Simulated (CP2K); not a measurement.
Runs of CP2K 2026.2 on WS2. It takes space group R3m (No. 160, trigonal). Conventional cell: a = 3.158 Å, b = 3.158 Å, c = 18.490 Å, α = 90.00°, β = 90.00°, γ = 120.00°. Around W (site symmetry 3m) lie 6 S at 2.39 to 2.42 Å. S (site symmetry 3m) has 3 W at 2.42 Å as nearest neighbours. Around S (site symmetry 3m) lie 3 W at 2.39 Å. Measurements of this composition are mostly on another form, of space group No. 194.

```tsv
level	potentials or basis	smearing	EPS_DEFAULT	NGRIDS	points a segment of the path (NPOINTS)	bands added on the path	CUTOFF of the grids	gap on the mesh (eV)	pressure (GPa)	largest force (eV/Å)
r2SCAN	POTENTIAL_UZH W GTH-SCAN-q14, S GTH-SCAN-q6; TZVP-MOLOPT-SCAN-GTH basis	fermi-dirac 0.1 eV	1.0E-10	4	6	6	675 Ry	(a)	1.3	0.62
LDA	GTH_POTENTIALS W GTH-PADE-q14, S GTH-PADE-q6; TZVP-MOLOPT-PBE-GTH basis	fermi-dirac 0.0259 eV	1.0E-9	5	6	6	450 Ry	(c)	-13.6	(b)
PBEsol	POTENTIAL_UZH W GTH-PBE-q14, S GTH-PBE-q6; TZVP-MOLOPT-PBE-GTH basis	fermi-dirac 0.1 eV	1.0E-9	5	10	4	450 Ry	1.01	0.0	0.61
TB-mBJ	POTENTIAL_UZH W GTH-PBE-q14, S GTH-PBE-q6; TZVP-MOLOPT-PBE-GTH basis	fermi-dirac 0.05 eV	1.0E-10	5	8	6	675 Ry	1.16	-	-
```

Alike in all rows: task band structure; no spin polarisation; cell as given; k mesh 10 × 10 × 10.

**Question.** Estimate the missing entries.

**Answer.** (a) 1.21; (b) 1.05; (c) 0.83.

Caveats: spin-orbit coupling is left out, which moves the levels of the heavy elements; the basis of atomic orbitals isn't converged, which shifts pressures, moduli and gaps; the potentials were made for another functional, which shifts forces and pressure (some runs); forces of over 1 eV/Å show positions far from the minimum, so gaps and moduli don't describe the material at rest (some runs); this is a model potential without an energy functional, so only levels have meaning (some runs).

A k mesh can miss the band edges, and the runs leave out spin-orbit coupling on W.
